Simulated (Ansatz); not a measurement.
CoPt:
```cif
data_CoPt
_chemical_formula_sum 'Co1 Pt1'
_space_group_name_H-M_alt 'P4/mmm'
_space_group_IT_number 123
_space_group_name_Hall '-P 4 2'
_cell_length_a 2.65831
_cell_length_b 2.65831
_cell_length_c 3.66326
_cell_angle_alpha 90.000
_cell_angle_beta 90.000
_cell_angle_gamma 90.000
loop_
_atom_site_label
_atom_site_type_symbol
_atom_site_symmetry_multiplicity
_atom_site_Wyckoff_symbol
_atom_site_fract_x
_atom_site_fract_y
_atom_site_fract_z
_atom_site_occupancy
Co1 Co 1 a 0.00000 0.00000 0.00000 1
Pt1 Pt 1 d 0.50000 0.50000 0.50000 1
```
The run is spin-polarised.

Relaxed at zero pressure with the program Ansatz at the PBEsol level (PAW).

### Question
The volume is raised by 9 % and shape and atoms relax at that volume. What pressure results, and how do the axes share the change?

### Answer
-17.3 GPa; a 2.6 %, b 2.6 %, c 3.5 %; the energy rises by 69 meV/atom.

### Question
Give the new structure.

### Answer

Space group P4/mmm (No. 123); a = b = 2.7285 Å, c = 3.7901 Å, α = β = γ = 90.00°

```csv
atom,site,symmetry,x,y,z
Co,1a,4/mmm,0.0000,0.0000,0.0000
Pt,1d,4/mmm,0.5000,0.5000,0.5000
```

The phase is kept; no other phase was compared at this pressure.

The PBEsol relaxation kept the symmetry of its start. Magnetic state: ferromagnetic, chosen from 5 collinear starts compared on coarse meshes (ties went to the first, and starts can fall back to one state), not a proven ground state. Textbook magnetic order: ferromagnetic. Axis ratios of metals converge slowly with the k-mesh, so a and c are less sure than the volume. Scalar-relativistic: spin–orbit coupling is off unless named, which matters more the heavier the elements.

Potentials: the later of the program's two PAW sets.
